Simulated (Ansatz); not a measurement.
Which way does AgBr + KI ⇌ AgI + KBr run?

Plane-wave DFT in Ansatz with scalar-relativistic PAW potentials, cutoff 500 eV, Γ-centred meshes chosen by cell and gap, Gaussian smearing with energies taken to zero width. Every cell was relaxed (cell and atoms) in a run of its own, within the symmetry of its start. Functional: r2SCAN.

Total energies hold large constants for each element; a whole number of eV per atom of each element is taken off below, which cancels in a balanced reaction.

```csv
compound,lowest structure computed,structures tried,V (Å³/atom),gap on mesh (eV),"E (eV per formula unit, common shift removed)"
AgBr,Fm-3m,2,24.20,1.29,-0.7148
KI,Fm-3m,2,44.59,4.58,-3.9214
AgI,P6_3mc,2,35.60,1.86,-0.5844
KBr,Fm-3m,1,36.08,5.07,-4.3133
```

Task: Work out the reaction energy at 0 K.

Result: ΔE = E(AgI) + E(KBr) − E(AgBr) − E(KI) = -0.261 eV, or -25 kJ per mole of reaction (-65 meV/atom). The right side is lower: Ag takes I and K takes Br. Pauling's electronegativities (K 0.82, Ag 1.93; Br 2.96, I 2.66) would pair K with Br, the most ionic bond; the result follows that. All four are computed as solids; where they are solids at ordinary conditions entropy changes little. A lower structure that wasn't tried would shift the value, and mixed crystals may lie lower than either side.

Spin-orbit coupling is left out, which matters for the bands of heavy elements.